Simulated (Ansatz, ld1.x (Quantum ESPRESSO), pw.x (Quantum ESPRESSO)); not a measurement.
## From atom to crystal: TM potential for nitrogen (N)

ld1.x (Quantum ESPRESSO) 7.5 input, shortened:

```
&input
   title='N', zed=7., rel=1, dft='PBE', iswitch=3,
   config='[He] 2s2 2p3 3d-2'
 /
 &inputp
   pseudotype=2, tm=.true., lloc=0,
   nlcc=.true., rcore=0.60
 /
3
2P  2  1   3.00   0.00  2.45  2.45  0.0
3D  3  2  -2.00   0.15  2.25  2.25  0.0
2S  1  0   2.00   0.00  0.90  0.90  0.0
 &test
   configts(1)='2s2 2p3'
 /
```

Crystal test: sc N in pw.x 7.5, no spin, 17³ k-points, Fermi–Dirac smearing 0.01 Ry, cutoffs 170/680 Ry. The reference is all-electron LAPW (Ansatz 0.2.0) with the same functional, mesh and smearing; V0 and B0 come from Birch–Murnaghan fits to the pressures at five volumes. Errors are pseudo minus all-electron; Δ is the rms difference of the E(V) curves that follow from these fits, minima aligned, over ±6 % about the mean V0. Mesh and smearing are coarse, so the numbers serve the comparison and aren't converged zero-temperature values; the lattice is a test structure that the element need not adopt. Spin polarisation is left out.

All-electron: a0 = 1.866 Å (V0 = 6.50 Å³/atom), B0 = 181.9 GPa.

Question: How far does the potential miss the all-electron equation of state?

Answer: mean pressure error (GPa): +6.20; a0 (Å): 1.888; a0 error (%): +1.19; B0 error (%): -5.1; Δ (meV/atom): 9.0. The largest radius (2.45 bohr) exceeds half the bond length (1.78 bohr), so the spheres overlap, which is one possible source of error among others. This is a poor potential for the solid. Atomic configuration tests: 1 of 7 tests not solved or not reliable.

| V (Å³/atom) | P all-electron (GPa) | P pseudo (GPa) |
| --- | --- | --- |
| 6.337 | 4.71 | 11.07 |
| 6.503 | -0.18 | 6.14 |
| 6.670 | -4.61 | 1.63 |
| 6.837 | -8.71 | -2.59 |
| 7.003 | -12.52 | -6.57 |

Question: At the middle volume, how do free energy and pressure move when the wave cutoff is lowered (ecutrho kept at four times it)?

Answer:

```
cutoff (Ry)  shift of F (meV/atom)  shift of P (GPa)
         76                  +70.4             -0.17
        102                  +45.9             -2.51
        136                   +8.5             -1.15
```

The run at the middle volume (165 k-points, 6 iterations) took about 15 s on one core of a shared host (Neoverse-V2, 96 threads, 742 GiB, load 44).
